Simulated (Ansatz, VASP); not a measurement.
## One calculation of MoSe2, two programs

The input INCAR:

```
SYSTEM = MoSe2
PREC = Accurate
ENCUT = 520
EDIFF = 1E-7
ISMEAR = -1
SIGMA = 0.05
LREAL = .False.
LASPH = .True.
NELM = 100
ALGO = Normal
ISIF = 2
LWAVE = .False.
LCHARG = .False.
GGA = PE
NBANDS = 35
```

KPOINTS

```
Automatic mesh
0
Gamma
  9 9 2
  0 0 0
```

File POSCAR:

```
MoSe2
1.0
    3.2880000000      0.0000000000      0.0000000000
   -1.6440000000      2.8474915276      0.0000000000
    0.0000000000      0.0000000000     12.9000000000
Mo Se
2 4
Direct
    0.6666666667      0.3333333333      0.7500000000
    0.3333333333      0.6666666667      0.2500000000
    0.6666666667      0.3333333333      0.3750000000
    0.3333333333      0.6666666667      0.8750000000
    0.6666666667      0.3333333333      0.1250000000
    0.3333333333      0.6666666667      0.6250000000
```

Contents of input.yaml:

```yaml
crystal:
  lattice:
    - [3.288, 0.0, 0.0]
    - [-1.644, 2.8474915276, 0.0]
    - [0.0, 0.0, 12.9]
  atoms:
    - { symbol: Mo, position: [0.6666666667, 0.3333333333, 0.75] }
    - { symbol: Mo, position: [0.3333333333, 0.6666666667, 0.25] }
    - { symbol: Se, position: [0.6666666667, 0.3333333333, 0.375] }
    - { symbol: Se, position: [0.3333333333, 0.6666666667, 0.875] }
    - { symbol: Se, position: [0.6666666667, 0.3333333333, 0.125] }
    - { symbol: Se, position: [0.3333333333, 0.6666666667, 0.625] }
hamiltonian:
  xc: pbe
  pseudopotentials: { kind: paw }
kpoints:
  mp_grid: { grid: [9, 9, 2] }
scf:
  occupations: { method: fermi_dirac, width: 0.05 }
output:
  forces: true
  stress: true
  eigenvalues: true
```

Alike in both runs: task single point; functional PBE; k mesh 9 × 9 × 2; occupations fermi-dirac, width 0.05 eV; no spin polarisation.

```csv
,VASP,Ansatz
version,VASP 6.6.1,Ansatz 0.2.0
potentials or method,"VASP PAW PBE potentials, release 64 (Mo_sv, Se)",Ansatz PAW
plane-wave cutoff (eV),520,420
valence electrons in the cell,52,92
```

VASP gave:

```
gap on the k mesh at the Fermi level (eV)       : 0.88
least direct gap on the mesh (eV)               : 1.38
pressure (GPa)                                  : 8.3
largest component of the traceless stress (GPa) : 3.68
rms of the force components (eV/Å)              : 0.540
```

Q: Estimate Ansatz's values.

A: gap on the k mesh at the Fermi level (eV): 0.89; least direct gap on the mesh (eV): 1.38; pressure (GPa): 8.0; largest component of the traceless stress (GPa): 3.62; rms of the force components (eV/Å): 0.520.

Atom by atom the forces differ by 0.020 eV/Å (rms over components). The two sets of potentials don't hold the same shells in valence.

Caveats: the cell's inner coordinates are idealised or old, which leaves forces on the atoms; this functional lacks dispersion, which binds the layers, so the pressure and a relaxed spacing across them are unreliable; an odd mesh through Γ misses points on the zone boundary, where band edges often lie (VASP); odd divisions of the mesh miss points on the zone boundary, where band edges often lie, so the gap on the mesh can be too wide (Ansatz). As with any semilocal functional, this PBE gap is likely too small.
